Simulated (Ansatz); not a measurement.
Computed with Ansatz 0.2.0, DFT PBE, scalar-relativistic, plane waves, PAW. All cells share a 420 eV cutoff and Γ-centred k meshes spaced at most about 0.3 Å⁻¹ (about 0.25 or finer for metals, 2π included). No spin polarisation.

Temperature and zero-point effects are left out.

Two relaxed structures of MgTe4:

A.

```xyz
5
Lattice="5.4201 0.0000 0.0000 0.0000 5.4201 0.0000 0.0000 0.0000 5.4201" Properties=species:S:1:pos:R:3 pbc="T T T"
Mg    0.0000    0.0000    0.0000
Te    2.7100    0.0000    0.0000
Te    0.0000    2.7100    0.0000
Te    0.0000    0.0000    2.7100
Te    2.7100    2.7100    2.7100
```

B.

```xyz
5
Lattice="3.3077 1.9097 4.4290 -3.3077 1.9097 4.4290 0.0000 -3.8194 4.4290" Properties=species:S:1:pos:R:3 pbc="T T T"
Mg    0.0000    0.0000    6.6434
Te    0.0000    1.9097    4.4290
Te   -1.6539   -0.9549    4.4290
Te    1.6539   -0.9549    4.4290
Te    0.0000    0.0000    0.0000
```

Question: Which would you expect to be lower, and how large is the difference?

Answer: B is lower, by 0.30 eV/atom. A has space group Pm-3m (No. 221), 31.8 Å³/atom and no gap on its mesh; B has space group R-3m (No. 166), 33.6 Å³/atom and no gap. The lower one is the more open, so pressure narrows the difference. In A, around Mg lie 6 Te at 2.71 Å; Te on a site of symmetry 4/mmm has 2 Mg at 2.71 Å and 12 Te at 3.83 Å; Te on a site of symmetry m-3m has 12 Te at 3.83 Å. In B, Mg has 6 Te at 2.92 Å; around Te on a site of symmetry 2/m lie 2 Mg at 2.92 Å and 6 Te at 3.31 Å; around Te on a site of symmetry -3m lie 6 Te at 3.31 Å. Both come from invented guesses. The lowest form computed isn't among them: it has space group I4/m (No. 87), 37.6 Å³/atom and lies 84 meV/atom below the best shown.

These runs have no spin–orbit coupling, which can matter for Te. Cells relaxed within their symmetry can be saddle points. Some structure types and database cells were kept out of the candidates from the start, so a known form may be missing.
